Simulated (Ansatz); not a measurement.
MgO, CsCl type, relaxed with r2SCAN in Ansatz 0.2.0. The symmetry is Pm-3m (No. 221, cubic); a = 2.623 Å in the conventional setting, 9.03 Å³ an atom. Around Mg lie 8 O at 2.27 Å; around O lie 8 Mg at 2.27 Å.

The axes x, y and z are those of this cell:
```yaml
crystal:
  lattice:
    - [2.62335, 0.00000, 0.00000]
    - [0.00000, 2.62335, 0.00000]
    - [0.00000, 0.00000, 2.62335]
  atoms:
    - { symbol: Mg, position: [0.00000, 0.00000, 0.00000] }
    - { symbol: O, position: [0.50000, 0.50000, 0.50000] }
```

Unstrained: The PBE gap is indirect, 2.640 eV (M to Γ), below the direct gap of 3.656 eV at Γ. With r2SCAN the valence top lies at M and the conduction bottom at Γ, 3.492 eV higher; the smallest vertical gap, at Γ, is 4.546 eV. HSE06 gives an indirect gap of 4.196 eV, from M to Γ; the least direct gap is 5.293 eV at Γ. Meshes: PBE 10×10×10, r2SCAN 10×10×10, HSE06 6×6×6. Strains are changes of length per length. After each strain the atoms were relaxed again with r2SCAN within the symmetry that the strain leaves, so tilts or polar shifts that break it weren't tested; points keep the names that they have in the unstrained zone. The calculation is spin-unpolarised, and the structure need not be a phase that has been made.

Task: One strain changed the r2SCAN stress by xx -21.19, yy -21.19, zz +6.76 GPa (compression positive) and the gap by -1.167 eV (PBE), -1.219 eV (r2SCAN), -1.250 eV (HSE06). Which kind of strain was it, and roughly how large?

Result: Biaxial +4.76 % in x and y, z held. The pattern of the stress gives the kind; the size needs the stiffness, so it is an estimate.

Task: Apply isotropic +1.23 % on every length. How far does the gap move, against the unstrained cell?

Result: PBE: the gap goes from 2.640 to 2.310 eV (-0.330 eV). r2SCAN: the gap goes from 3.492 to 3.145 eV (-0.347 eV). HSE06: the gap goes from 4.196 to 3.825 eV (-0.371 eV). The r2SCAN energy rises by 5.8 meV an atom.

Task: One strain changed the r2SCAN stress by xx -26.99, yy +3.70, zz +3.70 GPa (compression positive) and the gap by -0.676 eV (PBE), -0.707 eV (r2SCAN), -0.724 eV (HSE06). Which kind of strain was it, and roughly how large?

Result: Uniaxial +4.89 % along x, other directions held. The pattern of the stress gives the kind; the size needs the stiffness, so it is an estimate.

The meshes of the hybrids are coarse, so their gaps aren't converged to the digits shown.
